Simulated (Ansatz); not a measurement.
A relaxation of cell and atoms of a 2-atom cell of AlAs started from a crystallographic database with Ansatz 0.2.0, at the level HSE06. It starts from the r2SCAN minimum.

Input file:
```yaml
crystal:
  lattice:
    - [0.0, 2.8389251756, 2.8389251756]
    - [2.8389251756, 0.0, 2.8389251756]
    - [2.8389251756, 2.8389251756, 0.0]
  atoms:
    - { symbol: Al, position: [0.0, 0.0, 0.0] }
    - { symbol: As, position: [0.25, 0.25, 0.25] }
kpoints:
  mp_grid: { grid: [6, 6, 6] }
hamiltonian:
  xc: hse06
scf:
  occupations: { method: fermi_dirac, width: 0.02 }
relax:
  f_tol: 0.005
  cell: {}
output:
  write_density: true
  write_potential: true
  elf: true
  volumetric_format: npy
```

Command: `ansatz run input.yaml --threads 2 --pin off --max-ram 2211MiB --backend cpu --events-out ev --progress --plain --runs-dir out`.

The output, standing remarks left out:
```
Functional definition: HSE06
Crystal: 2 atoms, lattice volume = 45.761 Å³
Basis set: ecut = 420 eV, 893 PW (Γ)
Bands: 13, of which v1, the nominal top of the filled ones, is band 9 counted from 1 (8 counted from 0)
Symmetry: 24 space group operations
Space group: F-43m (ITA 216)
k-points: 16 of 216 (time reversal used)
Exchange kernel: α = 0.2500, screened, ω = 0.2079 Å⁻¹, Wigner–Seitz truncation, v(0) = 1046.6496 eV·Å³, q-mesh 6×6×6
relax step 1: F+E_penalty+E_count = -5396.32298654 eV  P = +0.199 GPa  Ω = 45.761 Å³
relax step 2: F+E_penalty+E_count = -5396.32303810 eV  P = +0.013 GPa  Ω = 45.872 Å³
relax step 3: F+E_penalty+E_count = -5396.32305502 eV  P = +0.013 GPa  Ω = 45.872 Å³  (SCF on a basis re-selected at this cell)
Free energy (F): -5396.323055 eV
Fermi energy:    6.850528 eV
--- Stress (GPa, compression-positive) ---
        0.013394       0.000000       0.000000
        0.000000       0.013394       0.000000
        0.000000       0.000000       0.013394
  P = ⅓ Tr σ = 0.0134 GPa (0.134 kbar)
--- Relaxed structure (2 steps of the walk, 2 accepted, 1 SCFs on fresh bases) ---
  F+E_penalty+E_count = -5396.32305502 eV
  cell:  # Å, volume = 45.8722 Å³
    - [0.000000, 2.841231, 2.841231]
    - [2.841231, 0.000000, 2.841231]
    - [2.841231, 2.841231, 0.000000]
  atoms:
    - { symbol: Al, position: [0.000000, 0.000000, 0.000000] }
    - { symbol: As, position: [0.250000, 0.250000, 0.250000] }
```

Planar averages along the third cell vector, from rho_z.tsv and v_z.tsv (valence density with its augmentation; electrostatic potential energy of an electron, of which only differences have a meaning):
```tsv
z (Å)	ρ (e/Å³)	v_es (eV)
0.00	0.217	2.14
0.15	0.272	1.37
0.30	0.363	0.95
0.45	0.520	0.99
0.74	1.046	2.32
0.89	1.268	3.29
1.04	1.310	4.15
1.19	1.141	4.70
1.34	0.849	4.96
1.49	0.563	5.12
1.64	0.359	5.42
1.79	0.242	6.01
2.08	0.148	7.89
2.23	0.126	8.65
2.38	0.110	9.01
2.53	0.099	9.03
2.68	0.093	8.77
2.83	0.090	8.25
2.98	0.090	7.46
3.13	0.092	6.49
3.42	0.108	4.78
3.57	0.125	4.18
3.72	0.148	3.65
3.87	0.178	2.97
```

The walk took 2 steps and changed the volume by +0.2 %. The last SCF, on a fresh basis, lies 0.0 meV an atom below the first. Final cell: space group F-43m (No. 216), cubic; conventional cell a = 5.682 Å, 22.94 Å³ an atom. Al has 4 As at 2.46 Å; As has 4 Al at 2.46 Å.

The values are computed, spin-unpolarised, and not measurements.
